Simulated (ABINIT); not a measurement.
The system is HgSe.

```
Hg Se
1.0
     0.00000    3.03900    3.03900
     3.03900    0.00000    3.03900
     3.03900    3.03900    0.00000
Hg Se
1 1
Direct
  0.00000 0.00000 0.00000
  0.75000 0.75000 0.75000
```

Base run:

| Quantity | Value |
| --- | --- |
| Program | ABINIT 10.8.3 (patched build) |
| Functional | RPBE |
| Potentials or basis | JTH PAW PBE v2.0 |
| Cutoff | 544 eV |
| k mesh | 8 × 8 × 8 |
| Occupations | fermi-dirac, width 0.05 eV |
| Spin | no spin polarisation |

Its results: band gap on the k mesh none (metal or under the smearing width); pressure 6.8 GPa.

Task: After a change of settings the same cell gave: band gap on the k mesh none (metal or under the smearing width); pressure 4.7 GPa. Which change was it?
A. functional from RPBE to OLYP
B. functional from RPBE to PBEsol; k mesh from 8 × 8 × 8 to 3 × 3 × 3
C. functional from RPBE to revPBE
D. functional from RPBE to PW91

Result: D.

PW91 binds more tightly than RPBE, so the same cell stands under less pressure.

Caveats: the PAW data sets were made with another functional, which shifts forces and pressure a little; spin-orbit coupling is left out, which moves the levels of the heavy elements.

Runs at the PBE level aren't shown here.
